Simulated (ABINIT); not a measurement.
NiO, 2 atoms in the cell. The structure is cubic, space group Fm-3m (No. 225). Conventional cell: a = 4.172 Å, b = 4.172 Å, c = 4.172 Å, α = 90.00°, β = 90.00°, γ = 90.00°. Ni (site symmetry m-3m) has 6 O at 2.09 Å as nearest neighbours. O (site symmetry m-3m) is surrounded by 6 Ni at 2.09 Å. 

* Program: ABINIT 10.8.3 (patched build)
* Task: optical spectrum
* Functional: LDA
* Potentials or basis: PseudoDojo NC SR LDA v0.4.1 standard
* Cutoff: 1225 eV
* k mesh: 8 × 8 × 8, with 4 shifts
* Occupations: fermi-dirac, width 0.05 eV
* Spin: collinear spin, ferromagnetic start
* Starting moments: [1.0, 0.0] μB
* Bands in the sums: 24
* Broadening (eV): 0.2
* Scissor shift (eV): 0
* Tensor components: [11]

Potentials or basis: PseudoDojo NC SR LDA v0.4.1 standard.

Command:

```bash
$ abinit run.abi > log 2>&1
$ optic optic.abi > optic.log 2>&1
```

Hardware: 1 thread of Arm Neoverse V1, on a shared host.

Q: How long does it take, and how much memory?

A: It took 8 min on 1 thread of Arm Neoverse V1, with other jobs on the host, peak memory 3.5 GiB. Counts: scf iterations 14, mpi ranks 1, k points 60, bands 17, plane waves 1798.
